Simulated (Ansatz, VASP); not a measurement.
**Pd in VASP and in Ansatz**

Contents of INCAR:

```
PREC = Accurate
ENCUT = 520
EDIFF = 1E-6
ISMEAR = -1
SIGMA = 0.05
LREAL = False
LASPH = True
NELM = 100
ALGO = Normal
ISIF = 2
LWAVE = False
LCHARG = False
GGA = PS
NBANDS = 11
```

Contents of KPOINTS:

```
Automatic mesh
0
Gamma
  18 18 18
```

File POSCAR:

```
Pd
1.0
    0.0000000000      1.9513615093      1.9513615093
    1.9513615093      0.0000000000      1.9513615093
    1.9513615093      1.9513615093      0.0000000000
Pd
1
Direct
    0.0000000000      0.0000000000      0.0000000000
```

Input for Ansatz:

```yaml
crystal:
  lattice:
    - [0.0, 1.9513615093, 1.9513615093]
    - [1.9513615093, 0.0, 1.9513615093]
    - [1.9513615093, 1.9513615093, 0.0]
  atoms:
    - { symbol: Pd, position: [0.0, 0.0, 0.0] }
kpoints:
  mp_grid: { grid: [18, 18, 18] }
  band_path:
    path:
      - [0.0, 0.0, 0.0]
      - [0.5, 0.0, 0.5]
      - [0.625, 0.25, 0.625]
      - [0.375, 0.375, 0.75]
      - [0.0, 0.0, 0.0]
      - [0.5, 0.5, 0.5]
      - [0.5, 0.25, 0.75]
      - [0.5, 0.0, 0.5]
    npoints: 5
scf:
  occupations: { method: fermi_dirac, width: 0.05 }
hamiltonian:
  xc: pbesol
  pseudopotentials: { kind: all_electron, lapw: { basis_error: 0.00025 } }
output:
  forces: true
  stress: true
  eigenvalues: true
```

Change from the starting cell: volume scaled by 1.01.

Alike in both runs: task single point; functional PBEsol; k mesh 18 × 18 × 18; occupations fermi-dirac, width 0.05 eV; no spin polarisation.

|  | VASP | Ansatz |
| --- | --- | --- |
| version | VASP 6.6.1 | Ansatz 0.2.0 |
| potentials or method | VASP PAW PBE potentials, release 64 (Pd) | all-electron LAPW, scalar-relativistic |
| plane-wave cutoff (eV) | 520 | see its input |

VASP gave:

| Property | Result |
| --- | --- |
| pressure (GPa) | -4.4 |

Estimate Ansatz's values.

pressure (GPa): -4.1.

Ansatz ran all-electron here, so the differences hold the error of VASP's frozen core and of both bases.

Caveats: the PAW data sets were made with another functional, which shifts forces and pressure a little (VASP).
